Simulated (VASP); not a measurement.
# GaSb3 (Fm-3m) in VASP: equation of state

Aim: energy against volume of GaSb3 in PBEsol, for its equilibrium volume and stiffness.

Program: VASP 6.6.1. These are calculated values, not measurements. Logs are shortened: lines on timing, memory, paths and dates and some standing lists are left out, and cuts for length are marked.

### 1 The structure

The structure is cubic, space group Fm-3m (No. 225). Conventional cell: a = 7.461 Å, b = 7.461 Å, c = 7.461 Å, α = 90.00°, β = 90.00°, γ = 90.00°. Sb (site symmetry m-3m) is surrounded by 8 Sb at 3.23 Å. Sb (site symmetry -43m) has 4 Sb at 3.23 Å and 4 Ga at 3.23 Å as nearest neighbours. Ga (site symmetry m-3m) is surrounded by 8 Sb at 3.23 Å.

The cell comes from a database or a generator and needn't be the stable form of this composition.

### 2 Equation of state, PBEsol, 24.40 Å³/atom (volume scaled by 0.94)

INCAR

```
ALGO = Normal ; EDIFF = 1E-7
ENCUT = 520 ; GGA = PS
ISIF = 2 ; ISMEAR = -1
LASPH = True ; LCHARG = False
LREAL = False ; LWAVE = False
NBANDS = 22 ; NELM = 60
PREC = Accurate ; SIGMA = 0.05
```

KPOINTS

```
k-points
0
Gamma
  6 6 6
```

POSCAR

```
GaSb3
1.0
    0.0000000000      3.6544390392      3.6544390392
    3.6544390392      0.0000000000      3.6544390392
    3.6544390392      3.6544390392      0.0000000000
Sb Ga
3 1
Direct
    0.5000000000      0.5000000000      0.5000000000
    0.7500000000      0.7500000000      0.7500000000
    0.2500000000      0.2500000000      0.2500000000
    0.0000000000      0.0000000000      0.0000000000
```

Potentials or basis: VASP PAW PBE potentials, release 64 (Sb, Ga_d).

Command:

```
$ cat potpaw_PBE.64/Sb/POTCAR potpaw_PBE.64/Ga_d/POTCAR > POTCAR
$ mpirun -np 1 vasp_std > vasp.out
```

OUTCAR:

```text
EDIFF = 1E-7
   ENCUT = 520
   GGA = PS
   ISIF = 2
   ISMEAR = -1
   LASPH = True
   LREAL = False
   NELM = 60
   PREC = Accurate

 Found     16 irreducible k-points:

 Following reciprocal coordinates:
            Coordinates               Weight
  0.000000  0.000000  0.000000      1.000000
  0.166667  0.000000  0.000000      8.000000
  0.333333  0.000000  0.000000      8.000000
  0.500000  0.000000  0.000000      4.000000
  0.166667  0.166667  0.000000      6.000000
  0.333333  0.166667  0.000000     24.000000
   k-points           NKPTS =     16   k-points in BZ     NKDIM =     16   number of bands    NBANDS=     22
   number of dos      NEDOS =    301   number of ions     NIONS =      4
   total plane-waves  NPLWV =  64000
   dimension x,y,z NGX =    40 NGY =   40 NGZ =   40
   dimension x,y,z NGXF=    80 NGYF=   80 NGZF=   80
   ions per type =               3   1
   NGX,Y,Z   is equivalent  to a cutoff of  12.87, 12.87, 12.87 a.u.
   NGXF,Y,Z  is equivalent  to a cutoff of  25.73, 25.73, 25.73 a.u.
 SYSTEM =  unknown system
   PREC   = accura    normal or accurate (medium, high low for compatibility)
   ISTART =      0    job   : 0-new  1-cont  2-samecut
   ICHARG =      2    charge: 1-file 2-atom 10-const
   ISPIN  =      1    spin polarized calculation?
   LNONCOLLINEAR =      F non collinear calculations
   LSORBIT =      F    spin-orbit coupling
   LASPH  =      T    aspherical Exc in radial PAW
   ENCUT  =  520.0 eV  38.22 Ry    6.18 a.u.   9.61  9.61  9.61*2*pi/ulx,y,z
   NELM   =     60;   NELMIN=  2; NELMDL= -5     # of ELM steps
   EDIFF  = 0.1E-06   stopping-criterion for ELM
   LREAL  =      F    real-space projection
   EDIFFG = 0.1E-05   stopping-criterion for IOM
   NSW    =      0    number of steps for IOM
   IBRION =     -1    ionic relax: 0-MD 1-quasi-New 2-CG
   NFREE  =      0    steps in history (QN), initial steepest desc. (CG)
   ISIF   =      2    stress and relaxation
   ISYM   =      2    0-nonsym 1-usesym 2-fastsym
   POTIM  = 0.5000    time-step for ionic-motion
   TEBEG  =    0.0;   TEEND  =   0.0 temperature during run
   PSTRESS=    0.0 pullay stress
   NELECT =      28.0000    total number of electrons
   NUPDOWN=      -1.0000    fix difference up-down
   EMIN   =  10.00;   EMAX   =-10.00  energy-range for DOS
   EFERMI =   0.00;   METHOD = LEGACY
   ISMEAR =    -1;   SIGMA  =   0.05  broadening in eV -4-tet -1-fermi 0-gaus
   EFERMI_NEDOS =   21; number of points for ismear=-14 and -15
   IALGO  =     38    algorithm
   IMIX   =      4    mixing-type and parameters
     AMIX     =   0.40;   BMIX     =  1.00
     AMIX_MAG =   1.60;   BMIX_MAG =  1.00
  volume/ion in A,a.u.               =      24.40       164.68
  Fermi-wavevector in a.u.,A,eV,Ry     =   1.079684  2.040307 15.860559  1.165718
  Thomas-Fermi vector in A             =   2.215656
   LORBIT       =      0    0 simple, 1 ext, 2 COOP (PROOUT), +10 PAW based schemes
   GGA     = PS    functional components
   LHFCALC =     F    Hartree Fock is set to
   AEXX    =    0.0000 exact exchange contribution
   IVDW    =     0    specifies the selected vdW correction
   LEPSILON=     F    determine dielectric tensor
   LRPA    =     F    only Hartree local field effects (RPA)
 non-spin polarized calculation
  energy-cutoff  :      520.00
  volume of cell :       97.61
 maximum number of plane-waves:      2685
 NGX is ok and might be reduce to    40
   NGX = 19   NGY = 19   NGZ = 19

 number of electron      27.9999995 magnetization

 Free energy of the ion-electron system (eV)
  ---------------------------------------------------
  ext. energy  EPLUGINS =         0.00000000
  ---------------------------------------------------
  free energy    TOTEN  =       -16.30299816 eV

  energy without entropy =      -16.26850139  energy(sigma->0) =      -16.28574978

 E-fermi :   8.1985     XC(G=0): -10.5740

 val. band max:        8.1559045536   @ k =   0.5000   0.0000   0.0000
 cond. band min:       8.2144613112   @ k =   0.3333   0.1667   0.0000
 fundamental gap:      0.0585567576
 Fermi energy:         8.1985054616

 k-point     1 :       0.0000    0.0000    0.0000
  band No.  band energies     occupation
      1      -6.7765      2.00000
      2      -6.7765      2.00000
      3      -6.7765      2.00000
      4      -6.7607      2.00000
      5      -6.7607      2.00000
      6      -4.8494      2.00000
      7       0.5126      2.00000
      8       1.5990      2.00000
      9       5.1659      2.00000
     10       5.3167      2.00000
     11       5.3167      2.00000
     12       5.3167      2.00000
     13       5.4944      2.00000
     14       5.4944      2.00000
     15       5.4944      2.00000
     16       7.2512      2.00000
     17       7.2512      2.00000
     18       7.2512      2.00000
     19      11.4328      0.00000
     20      11.4328      0.00000
     21      15.3031      0.00000
     22      15.3031      0.00000

 k-point     2 :       0.1667    0.0000    0.0000
  band No.  band energies     occupation
      1      -6.7782      2.00000
      2      -6.7757      2.00000
      3      -6.7757      2.00000
      4      -6.7610      2.00000
      5      -6.7610      2.00000
      6      -4.6226      2.00000
      7       0.1081      2.00000
      8       1.1098      2.00000
      9       4.1423      2.00000
     10       4.7032      2.00000
     11       4.7032      2.00000
     12       4.8476      2.00000
     13       5.9758      2.00000
     14       5.9758      2.00000
     15       7.3542      2.00000
     16       7.3542      2.00000
     17       7.5923      1.99999
     18       8.9010      0.00000
     19      12.3329      0.00000
     20      12.3329      0.00000
     21      13.5546      0.00000
     22      14.7081      0.00000

 k-point     3 :       0.3333    0.0000    0.0000
  band No.  band energies     occupation
      1      -6.7820      2.00000
      2      -6.7744      2.00000
      3      -6.7744      2.00000
      4      -6.7613      2.00000
      5      -6.7613      2.00000
      6      -3.9593      2.00000
      7      -1.1987      2.00000
      8       0.6376      2.00000
      9       3.1873      2.00000
     10       4.3559      2.00000
     11       4.3559      2.00000
     12       5.5344      2.00000
     13       5.5344      2.00000
     14       5.9686      2.00000
     15       8.6570      0.00021
     16       8.6570      0.00021
     17      10.2082      0.00000
     18      10.4304      0.00000
     19      12.1149      0.00000
     20      12.8568      0.00000
     21      12.8568      0.00000
     22      14.4251      0.00000

 k-point     4 :       0.5000    0.0000    0.0000
  band No.  band energies     occupation
      1      -6.7841      2.00000
      2      -6.7739      2.00000
      3      -6.7739      2.00000
      4      -6.7613      2.00000
      5      -6.7613      2.00000
      6      -3.1987      2.00000
      7      -2.2970      2.00000
      8       0.5266      2.00000
      9       2.8445      2.00000
     10       4.2847      2.00000
     11       4.2847      2.00000
     12       5.2381      2.00000
     13       5.2381      2.00000
     14       7.8107      1.99914
     15       8.1559      1.40198
     16      10.2188      0.00000
     17      10.2188      0.00000
     18      11.0623      0.00000
     19      11.0623      0.00000
     20      12.1626      0.00000
     21      13.7159      0.00000
     22      17.0390      0.00000

 k-point     5 :       0.1667    0.1667    0.0000
  band No.  band energies     occupation
      1      -6.7793      2.00000
      2      -6.7751      2.00000
      3      -6.7751      2.00000
      4      -6.7620      2.00000
      5      -6.7604      2.00000
      6      -4.5467      2.00000
      7       0.1263      2.00000
      8       0.9425      2.00000
      9       3.8238      2.00000
     10       3.8780      2.00000
     11       3.8780      2.00000
     12       6.2446      2.00000
     13       6.3185      2.00000
     14       6.7978      2.00000
     15       6.7978      2.00000
     16       7.9414      1.98838
     17       8.3041      0.21601
     18       8.3041      0.21600
     19      11.6996      0.00000
     20      13.3616      0.00000
     21      13.8965      0.00000
     22      14.1396      0.00000

 k-point     6 :       0.3333    0.1667    0.0000
  band No.  band energies     occupation
      1      -6.7817      2.00000
      2      -6.7745      2.00000
      3      -6.7737      2.00000
      4      -6.7631      2.00000
      5      -6.7604      2.00000
      6      -4.0249      2.00000
      7      -0.6388      2.00000
      8       0.2513      2.00000
      9       2.6436      2.00000
     10       3.4537      2.00000
     11       4.5068      2.00000
     12       5.5916      2.00000
     13       6.8068      2.00000
     14       6.8344      2.00000
     15       8.2145      0.84178
     16       9.1576      0.00000
     17       9.5294      0.00000
     18      10.4809      0.00000
     19      11.5775      0.00000
     20      12.5279      0.00000
     21      12.9206      0.00000
     22      14.0309      0.00000

 [... further k-points ...]

------------------------ aborting loop because EDIFF is reached ----------------------------------------

  FORCE on cell =-STRESS in cart. coord.  units (eV):
  Direction    XX          YY          ZZ          XY          YZ          ZX
  --------------------------------------------------------------------------------------
  -------------------------------------------------------------------------------------
  Total       -0.2377198     -0.2377198     -0.2377198      0.0000000      0.0000000      0.0000000
  in kB       -3.9019685     -3.9019685     -3.9019685      0.0000000      0.0000000      0.0000000
  external PRESSURE =      -3.9019685 kB  Pullay stress =       0.0000000 kB

 VOLUME and BASIS-vectors are now :
 -----------------------------------------------------------------------------
  energy-cutoff  :      520.00
  volume of cell :       97.61
      direct lattice vectors                 reciprocal lattice vectors
     0.000000000  3.654439039  3.654439039    -0.136819904  0.136819904  0.136819904
     3.654439039  0.000000000  3.654439039     0.136819904 -0.136819904  0.136819904
     3.654439039  3.654439039  0.000000000     0.136819904  0.136819904 -0.136819904

 POSITION                                       TOTAL-FORCE (eV/Angst)
 -----------------------------------------------------------------------------------
      3.65444      3.65444      3.65444         0.000000      0.000000      0.000000
      5.48166      5.48166      5.48166        -0.000000     -0.000000     -0.000000
      1.82722      1.82722      1.82722         0.000000      0.000000      0.000000
      0.00000      0.00000      0.00000         0.000000      0.000000      0.000000
 -----------------------------------------------------------------------------------
    total drift:                               -0.000000      0.000000      0.000000

  FREE ENERGIE OF THE ION-ELECTRON SYSTEM (eV)
  ---------------------------------------------------
  free  energy   TOTEN  =       -16.3029981643 eV

  energy  without entropy=      -16.2685013858  energy(sigma->0) =      -16.28574978
```

Run time: 54 s. Hardware: 1 thread of Intel Xeon Platinum 8175M at 2.50GHz (Skylake/Cascade Lake), shared host; peak memory 0.25 GiB.

Results:

* Free energy: -16.3030 eV
* Pressure: -0.4 GPa
* Band gap on the k mesh: none (metal or under the smearing width)

Caveat: the PAW data sets were made with another functional, which shifts forces and pressure a little.

### 3 Equation of state, PBEsol, 24.92 Å³/atom (volume scaled by 0.96)

INCAR is that of step 2.

KPOINTS is that of step 2.

POSCAR

```
GaSb3
1.0
    0.0000000000      3.6801753734      3.6801753734
    3.6801753734      0.0000000000      3.6801753734
    3.6801753734      3.6801753734      0.0000000000
Sb Ga
3 1
Direct
    0.5000000000      0.5000000000      0.5000000000
    0.7500000000      0.7500000000      0.7500000000
    0.2500000000      0.2500000000      0.2500000000
    0.0000000000      0.0000000000      0.0000000000
```

Potentials or basis: VASP PAW PBE potentials, release 64 (Sb, Ga_d).

Command:

```
$ cat potpaw_PBE.64/Sb/POTCAR potpaw_PBE.64/Ga_d/POTCAR > POTCAR
$ mpirun -np 1 vasp_std > vasp.out
```

Run time: 58 s. Hardware: 1 thread of Intel Xeon Platinum 8175M at 2.50GHz (Skylake/Cascade Lake), shared host; peak memory 0.25 GiB.

It converged, with:

* Free energy: -16.2902 eV
* Pressure: -1.6 GPa
* Band gap on the k mesh: none (metal or under the smearing width)

Caveat: the PAW data sets were made with another functional, which shifts forces and pressure a little.

### 4 Equation of state, PBEsol, 25.44 Å³/atom (volume scaled by 0.98)

INCAR is that of step 3.

KPOINTS is that of step 3.

POSCAR

```
GaSb3
1.0
    0.0000000000      3.7055566952      3.7055566952
    3.7055566952      0.0000000000      3.7055566952
    3.7055566952      3.7055566952      0.0000000000
Sb Ga
3 1
Direct
    0.5000000000      0.5000000000      0.5000000000
    0.7500000000      0.7500000000      0.7500000000
    0.2500000000      0.2500000000      0.2500000000
    0.0000000000      0.0000000000      0.0000000000
```

Command:

```
$ cat potpaw_PBE.64/Sb/POTCAR potpaw_PBE.64/Ga_d/POTCAR > POTCAR
$ mpirun -np 1 vasp_std > vasp.out
```

Run time: 48 s. Hardware: 1 thread of Intel Xeon Platinum 8175M at 2.50GHz (Skylake/Cascade Lake), shared host; peak memory 0.24 GiB.

Results (log left out):

```
Free energy            : -16.2634 eV
Pressure               : -2.6 GPa
Band gap on the k mesh : none (metal or under the smearing width)
```

Caveat: the PAW data sets were made with another functional, which shifts forces and pressure a little.

### 5 Equation of state, PBEsol, 26.48 Å³/atom (volume scaled by 1.02)

INCAR is that of step 4.

KPOINTS is that of step 4.

POSCAR

```
GaSb3
1.0
    0.0000000000      3.7553016472      3.7553016472
    3.7553016472      0.0000000000      3.7553016472
    3.7553016472      3.7553016472      0.0000000000
Sb Ga
3 1
Direct
    0.5000000000      0.5000000000      0.5000000000
    0.7500000000      0.7500000000      0.7500000000
    0.2500000000      0.2500000000      0.2500000000
    0.0000000000      0.0000000000      0.0000000000
```

Command:

```
$ cat potpaw_PBE.64/Sb/POTCAR potpaw_PBE.64/Ga_d/POTCAR > POTCAR
$ mpirun -np 1 vasp_std > vasp.out
```

Run time: 52 s. Hardware: 1 thread of Intel Xeon Platinum 8175M at 2.50GHz (Skylake/Cascade Lake), shared host; peak memory 0.25 GiB.

The run converged. Its results:

| Item | Value |
| --- | --- |
| Free energy | -16.1745 eV |
| Pressure | -4.3 GPa |
| Band gap on the k mesh | none (metal or under the smearing width) |

Caveat: the PAW data sets were made with another functional, which shifts forces and pressure a little.

### 6 Equation of state, PBEsol, 27.00 Å³/atom (volume scaled by 1.04)

INCAR is that of step 5.

KPOINTS is that of step 5.

POSCAR

```
GaSb3
1.0
    0.0000000000      3.7796874061      3.7796874061
    3.7796874061      0.0000000000      3.7796874061
    3.7796874061      3.7796874061      0.0000000000
Sb Ga
3 1
Direct
    0.5000000000      0.5000000000      0.5000000000
    0.7500000000      0.7500000000      0.7500000000
    0.2500000000      0.2500000000      0.2500000000
    0.0000000000      0.0000000000      0.0000000000
```

Potentials or basis: VASP PAW PBE potentials, release 64 (Sb, Ga_d).

Command:

```
$ cat potpaw_PBE.64/Sb/POTCAR potpaw_PBE.64/Ga_d/POTCAR > POTCAR
$ mpirun -np 1 vasp_std > vasp.out
```

It took 54 s on 1 thread of Intel Xeon Platinum 8175M at 2.50GHz (Skylake/Cascade Lake), shared host; peak memory 0.25 GiB.

The run converged. Its results:

```
Free energy            : -16.1145 eV
Pressure               : -5.0 GPa
Band gap on the k mesh : none (metal or under the smearing width)
```

Caveat: the PAW data sets were made with another functional, which shifts forces and pressure a little.

### 7 Equation of state, PBEsol, 27.52 Å³/atom (volume scaled by 1.06)

INCAR is that of step 6.

KPOINTS is that of step 6.

POSCAR

```
GaSb3
1.0
    0.0000000000      3.8037624973      3.8037624973
    3.8037624973      0.0000000000      3.8037624973
    3.8037624973      3.8037624973      0.0000000000
Sb Ga
3 1
Direct
    0.5000000000      0.5000000000      0.5000000000
    0.7500000000      0.7500000000      0.7500000000
    0.2500000000      0.2500000000      0.2500000000
    0.0000000000      0.0000000000      0.0000000000
```

Command:

```
$ cat potpaw_PBE.64/Sb/POTCAR potpaw_PBE.64/Ga_d/POTCAR > POTCAR
$ mpirun -np 1 vasp_std > vasp.out
```

Wall time 53 s (1 thread of Intel Xeon Platinum 8175M at 2.50GHz (Skylake/Cascade Lake), shared host); peak memory 0.25 GiB.

The run converged. Its results:

```
Free energy            : -16.0454 eV
Pressure               : -5.7 GPa
Band gap on the k mesh : none (metal or under the smearing width)
```

Caveat: the PAW data sets were made with another functional, which shifts forces and pressure a little.

### 8 Equation of state, PBEsol

Potentials or basis: VASP PAW PBE potentials, release 64 (Sb, Ga_d).

No new run: the results of the series are fitted here.

What came out:

```
Equilibrium volume : 24.22 Å³/atom (rough: see the caveat)
Bulk modulus       : 57 GPa (rough)
```

Energy against volume, from the lowest point:
| volume (Å³/atom) | energy (meV/atom) |
| --- | --- |
| 24.402 | 0.00 |
| 24.922 | 3.19 |
| 25.441 | 9.89 |
| 25.960 | 19.64 |
| 26.479 | 32.13 |
| 26.998 | 47.12 |
| 27.518 | 64.40 |

Caveat: the minimum lies outside the volumes run; the PAW data sets were made with another functional, which shifts forces and pressure a little. Spin-orbit coupling is left out, which matters for the levels of Sb.
